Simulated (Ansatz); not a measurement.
One atom moved over a plane in Te2Mo

Computed with DFT LDA, scalar-relativistic, plane waves, PAW (Ansatz 0.2.0). Settings: plane waves to 420 eV, k-mesh 12×12×2 (Γ-centred), Gaussian smearing 0.05 eV. No spin polarisation. Energies are free energies at this smearing, counted from the undisturbed cell; pressure is positive in compression.

The undisturbed cell (as given, not relaxed at this level; it stands at -1.8 GPa; this form isn't the usual structure):

```yaml
crystal:
  lattice:
    - [3.56023, 0.00000, 0.00000]
    - [-1.78012, 3.08325, 0.00000]
    - [0.00000, 0.00000, 17.52406]
  atoms:
    - { symbol: Te, position: [0.33333, 0.66667, 0.89786] }
    - { symbol: Te, position: [0.33333, 0.66667, 0.10214] }
    - { symbol: Mo, position: [0.00000, 0.00000, 0.00000] }
```

The cell holds layers and no dispersion correction was added, so their binding is poorly described.

Atom 3 (Mo) is moved by p along (1.000, 0.000, 0.000) and q along (0.000, 0.000, 1.000) (Å), all else fixed. Points are written (p, q).

p was sampled at -0.200, -0.100, 0.000, 0.100, 0.200 and q at -0.200, -0.100, 0.000, 0.100, 0.200.

Where on the computed points is the energy highest, and how high?

At (-0.200, -0.200), (-0.200, 0.200), (0.200, -0.200), (0.200, 0.200): 0.70 eV/cell.

Away from (0, 0), which computed point is lowest?

(-0.100, 0.000), (0.100, 0.000): 0.07 eV/cell.

The map, in eV/cell:

```
 p \ q  -0.200  -0.100  0.000  0.100  0.200
-0.200    0.70    0.38   0.27   0.38   0.70
-0.100    0.48    0.17   0.07   0.17   0.48
 0.000    0.41    0.10   0.00   0.10   0.41
 0.100    0.48    0.17   0.07   0.17   0.48
 0.200    0.70    0.38   0.27   0.38   0.70
```